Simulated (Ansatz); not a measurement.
Write a Python script for the Ansatz DFT code, driven from Python that makes a comparison of enthalpies under pressure of two structures of Au. Use (first run): PBE, PAW, cutoff 500 eV, 8×8×8 k-points, cold smearing of 0.05 eV.

`transition_au.py`
```python
'''Enthalpies of two structures of Au under pressure.'''

import ansatz as az
import numpy as np


def diamond(first, a):
    return az.Crystal.diamond(first, a=a)


def fcc(A, a):
    return (
        az.Lattice.fcc(a)
        .space_group(225)
        .atom(A, (0, 0, 0))
        .primitive()
    )


def solve(name, crystal, pressure=0.0):
    calc = (
        crystal.calculation()
        .functional(az.Functional.PBE)
        .basis(500)
        .kpoints(spacing=0.27)
        .occupations('cold', width=0.05)
    )
    calc = calc.relax(force_tolerance=0.03, cell=True, pressure=pressure)
    return calc.run()


def volume_per_atom(outcome):
    return abs(np.linalg.det(outcome.lattice.cell_ang)) / len(outcome.lattice.sites)

phases = {}
phases['diamond'] = diamond('Au', 5.6)
phases['fcc'] = fcc('Au', 4.07)

# enthalpy per atom at each pressure
pressures = [0, 10, 20, 30]
enthalpy, volume = {name: [] for name in phases}, {name: [] for name in phases}
for p in pressures:
    for name, crystal in phases.items():
        o = solve(name, crystal, pressure=p)
        volume[name].append(volume_per_atom(o))
        enthalpy[name].append(o.report['energy_sigma0_ev'] / len(o.lattice.sites) + p * volume[name][-1] / 160.21766)
gap = np.array(enthalpy['fcc']) - np.array(enthalpy['diamond'])
rows = [(p, va, vb, 1000 * d) for p, va, vb, d in zip(pressures, volume['diamond'], volume['fcc'], gap)]
print('| P (GPa) | V diamond (A^3/atom) | V fcc (A^3/atom) | H(fcc) - H(diamond) (meV/atom) |')
print('| --- | --- | --- | --- |')
for row in rows:
    print(f'| {row[0]:d} | {row[1]:.3f} | {row[2]:.3f} | {row[3]:+.1f} |')
crossings = [p0 - g0 * (p1 - p0) / (g1 - g0) for p0, p1, g0, g1 in zip(pressures, pressures[1:], gap, gap[1:]) if g0 * g1 < 0]
print('crossing near', [round(float(p), 1) for p in crossings], 'GPa') if crossings else print('no crossing in this range')
```

Output of `python transition_au.py`:
```text
| P (GPa) | V diamond (A^3/atom) | V fcc (A^3/atom) | H(fcc) - H(diamond) (meV/atom) |
| --- | --- | --- | --- |
| 0 | 29.163 | 18.040 | -698.9 |
| 10 | 25.633 | 16.964 | -1302.8 |
| 20 | 23.742 | 16.216 | -1805.6 |
| 30 | 22.436 | 15.632 | -2251.2 |
no crossing in this range
```

Caveats:
- At a fixed pressure a relaxation lowers the enthalpy F + PV, while F alone can rise.
- For the metals among these phases the mesh is modest: differences between phases can be off by up to 40 meV an atom.
- Spin-orbit coupling, which matters for elements this heavy, is left out.
- Only these two structures are compared, at zero temperature and with their symmetry kept; either may be hypothetical, and another phase may be lower than both. Differences under about 40 meV an atom lie within the error of mesh and functional.
- The cells are prototypes set up for this calculation and needn't exist.
- Hardware and time: 58 s on 1 thread of Arm Neoverse V1, with other jobs on the host, peak memory 0.43 GiB.

(Lines on the test bed's own set-up are left out of the output.)
